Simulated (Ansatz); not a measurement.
Be in Ansatz: the effect of functional

Crystal: Be.

```
CELL_PARAMETERS angstrom
2.26996 0.00000 0.00000
-1.13498 1.96584 0.00000
0.00000 0.00000 3.56014
ATOMIC_POSITIONS crystal
Be 0.66667 0.33333 0.75000
Be 0.33333 0.66667 0.25000
```

The cell isn't the ideal one: volume scaled by 0.98.

Alike in all runs:

| Item | Value |
| --- | --- |
| Program | Ansatz 0.2.0 |
| Task | single point |
| Potentials or basis | Ansatz PAW |
| k mesh | 13 × 13 × 8 |
| Occupations | fermi-dirac, width 0.05 eV |
| Spin | no spin polarisation |

```csv
functional,cutoff,pressure (GPa)
LDA,420 eV (not typed: the program's choice for these potentials),?
r2SCAN,500 eV (not typed: the program's choice for these potentials),-0.4
PBE,420 eV (not typed: the program's choice for these potentials),-0.4
```

Problem. What does the run with functional LDA give?

Solution. Pressure -6.0 GPa.

Caveats: the PAW data sets come from PBE, with cores solved anew for the run's functional, which leaves a small shift of forces and pressure (some runs).
